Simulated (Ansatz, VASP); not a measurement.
## Au: VASP beside Ansatz

```
Au
1.0
     2.78597    0.00000    0.00000
    -1.39299    2.41272    0.00000
     0.00000    0.00000    4.65862
Au
2
Direct
  0.33333 0.66667 0.25000
  0.66667 0.33333 0.75000
```

Alike in both runs: task single point; functional PBEsol; k mesh 14 × 14 × 8; occupations fermi-dirac, width 0.1 eV; no spin polarisation.

|  | VASP | Ansatz |
| --- | --- | --- |
| version | VASP 6.6.1 | Ansatz 0.2.0 |
| potentials or method | VASP PAW PBE potentials, release 64 (Au) | plane waves (420 eV) with PAW, scalar-relativistic |
| plane-wave cutoff (eV) | 520 | 420 |
| valence electrons in the cell | 22 | 38 |

VASP gave:

```
pressure (GPa)                                  : 18.1
largest component of the traceless stress (GPa) : 0.31
```

Problem. Which values does Ansatz return?

Solution. Pressure (GPa): 18.5; largest component of the traceless stress (GPa): 0.29.

The two sets of potentials don't hold the same shells in valence. Ansatz warned: «pseudo_functional_mismatch».

Caveats: so large a pressure means that the cell lies far from this level's equilibrium, or that cutoff or potentials fall short (VASP); the potentials were made for another functional, which shifts forces and pressure (VASP). Spin-orbit coupling is left out, which matters for the levels of Au.
